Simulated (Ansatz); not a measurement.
The system is HfO2.

```
CELL_PARAMETERS angstrom
5.21946 0.00000 0.00000
0.00000 5.00476 0.00000
0.00000 0.00000 5.03269
ATOMIC_POSITIONS crystal
Hf 0.96699 0.73252 0.74144
Hf 0.53301 0.73252 0.24144
Hf 0.46699 0.26748 0.74144
Hf 0.03301 0.26748 0.24144
O 0.63213 0.92865 0.87927
O 0.86787 0.92865 0.37927
O 0.23395 0.53988 0.49229
O 0.26605 0.53988 0.99229
O 0.76605 0.46012 0.99229
O 0.73395 0.46012 0.49229
O 0.13213 0.07135 0.87927
O 0.36787 0.07135 0.37927
```

Measurements of this composition are mostly on another form, of space group No. 14.

| Item | Value |
| --- | --- |
| Program | Ansatz 0.2.0 |
| Task | relaxation of cell and atoms |
| Functional | PBEsol |
| Potentials or basis | Ansatz PAW |
| Cutoff | 420 eV (not typed: the program's choice for these potentials) |
| k mesh | 4 × 5 × 4 |
| Occupations | fermi-dirac, width 0.05 eV |
| Spin | no spin polarisation |
| Hubbard terms | Hf d U = 3 eV |

At the start: volume 10.96 Å³/atom.

Question: How do energy, volume and symmetry change on relaxing?

Answer: It ends after 9 steps and the volume is 11.23 Å³/atom (+2.5 %); space group Pca2_1 (No. 29, to 0.05 Å).

The path:
| step | energy change (eV) | largest force (eV/Å) | volume (Å³) |
| --- | --- | --- | --- |
| 1 | 0.0000 | 0.1559 | 131.46 |
| 2 | -0.0361 | 0.0966 | 135.12 |
| 3 | -0.0425 | 0.0856 | 134.59 |
| 4 | -0.0443 | 0.0450 | 134.45 |
| 5 | -0.0442 | 0.0229 | 134.61 |
| 6 | -0.0445 | 0.0068 | 134.57 |
| 7 | -0.0634 | 0.0058 | 134.57 |
| 8 | -0.0628 | 0.0006 | 134.71 |
| 9 | -0.0635 | 0.0006 | 134.71 |

Final structure:
```
CELL_PARAMETERS angstrom
5.25135 0.00000 0.00000
0.00000 5.05386 0.00000
0.00000 0.00000 5.07578
ATOMIC_POSITIONS crystal
Hf 0.96742 0.73317 0.73968
Hf 0.53258 0.73317 0.23968
Hf 0.46742 0.26683 0.73968
Hf 0.03258 0.26683 0.23968
O 0.63485 0.93002 0.88275
O 0.86515 0.93002 0.38275
O 0.23459 0.53837 0.49057
O 0.26541 0.53837 0.99057
O 0.76541 0.46163 0.99057
O 0.73459 0.46163 0.49057
O 0.13485 0.06998 0.88275
O 0.36515 0.06998 0.38275
```

Caveat: the plane-wave basis is chosen anew once the cell has moved, so the energies of steps on either side of that aren't comparable; the pressure holds a Pulay correction of +0.9 GPa for the finite cutoff; the PAW data sets come from PBE, with cores solved anew for the run's functional, which leaves a small shift of forces and pressure.
